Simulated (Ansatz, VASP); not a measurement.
One calculation of Mo, two programs

```
CELL_PARAMETERS angstrom
2.75734 0.00000 0.00000
-1.37867 2.38792 0.00000
0.00000 0.00000 4.89702
ATOMIC_POSITIONS crystal
Mo 0.33333 0.66667 0.25000
Mo 0.66667 0.33333 0.75000
```

Alike in both runs: functional PBE; k mesh 17 × 17 × 9; occupations fermi-dirac, width 0.05 eV; non-collinear spin, spin-orbit coupling.

Ansatz relaxed the structure, and its values are those at the end. VASP's run is a single point on that final structure, the one shown.

|  | VASP | Ansatz |
| --- | --- | --- |
| version | VASP 6.6.1 | Ansatz 0.2.0 |
| potentials or method | VASP PAW PBE potentials, release 64 (Mo_sv), cutoff 520 eV | all-electron LAPW |

|  | VASP | Ansatz | Ansatz less VASP |
| --- | --- | --- | --- |
| pressure (GPa) | 0.4 | 0.0 | -0.42 |
| net moment per atom (μB) | 0.00 | 0.00 | 0.000 |

Ansatz ran all-electron here, so the differences hold the error of VASP's frozen core and of both bases.
